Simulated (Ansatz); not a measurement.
Electron masses and the choice of a transistor channel

Plane-wave DFT in Ansatz, r2SCAN, scalar-relativistic PAW potentials, cutoff 500 eV, no spin-orbit coupling; no spin polarisation. Relaxed crystals whose conduction band edge is a single valley at Γ; masses by central differences along the Cartesian axes of the standard setting.

```csv
crystal,gap (eV),gap kind,m_x,m_y,m_z (mₑ)
ZnO (P6_3mc),1.24,direct,0.191,0.191,0.189
InP (F-43m),1.03,direct,0.0745,0.0745,0.0745
ZnSe (F-43m),1.87,direct,0.124,0.124,0.124
GaAs (F-43m),0.96,direct,0.052,0.052,0.052
TiO₂ (P4_2/mnm),2.22,direct,1.18,1.18,0.585
CdTe (F-43m),1.17,direct,0.0908,0.0908,0.0908
```

Task: Take a film 7 nm thick, normal along z, current along x, at 300 K. Work out the injection velocity, the density-of-states capacitance and the confinement shift.

Result: For a non-degenerate gas v_T = √(2k_BT/πm_x) = 5.38×10⁶ cm/s ÷ √(m_x/mₑ); one valley with both spins has C_Q = e²√(m_x m_y)/πħ² = 66.9 μF/cm² × √(m_x m_y)/mₑ; hard walls lift the first subband by ħ²π²/(2m_z t²) = 376 meV nm² ÷ (t² m_z/mₑ).
| crystal | v_T (10⁷ cm/s) | C_Q (μF/cm²) | shift (meV) |
| --- | --- | --- | --- |
| ZnO (P6_3mc) | 1.23 | 12.8 | 41 |
| InP (F-43m) | 1.97 | 5.0 | 103 |
| ZnSe (F-43m) | 1.53 | 8.3 | 62 |
| GaAs (F-43m) | 2.36 | 3.5 | 148 |
| TiO₂ (P4_2/mnm) | 0.50 | 78.9 | 13 |
| CdTe (F-43m) | 1.79 | 6.1 | 85 |

Task: With a gate oxide of 1 nm equivalent thickness (3.45 μF/cm²), which gives the most current per gate overdrive in the ballistic limit?

Result: The gate capacitance is the series value C_G = 1/(1/C_ox + 1/C_Q), and the current goes as C_G v_T: GaAs (F-43m) 1.00, InP (F-43m) 0.98, CdTe (F-43m) 0.96, ZnSe (F-43m) 0.91, ZnO (P6_3mc) 0.82, TiO₂ (P4_2/mnm) 0.40 (relative). For an isotropic mass C_G v_T peaks where C_Q = C_ox, at about 0.05 mₑ. This measure doesn't part those within 10 % of the top value: GaAs (F-43m), InP (F-43m), CdTe (F-43m), ZnSe (F-43m). C_Q is the degenerate value and v_T the non-degenerate one; at high drain bias only forward-going states fill, which halves C_Q, while degeneracy raises the velocity, so values within about 10 % of each other aren't ranked. Scattering and the charge centroid are left out, and so are side valleys, which confinement lifts less and can make the lowest. In oxides whose conduction band is of d states, electrons tend to self-trap as polarons, and the band mass says little. Where the shift is under 25 meV (TiO₂ (P4_2/mnm)) higher subbands (the second lies three shifts above the first) fill in part at 300 K, so C_Q is larger than given. Semilocal functionals give gaps too small and so, as a rule, masses too light.

Spin-orbit coupling, left out, matters for the members with heavy elements.

Cost: about 6.3 core-minutes for the runs cited, on Intel Xeon Processor @ 2.70GHz, Arm Neoverse V2, Arm Neoverse V1 and other processors (shared hosts).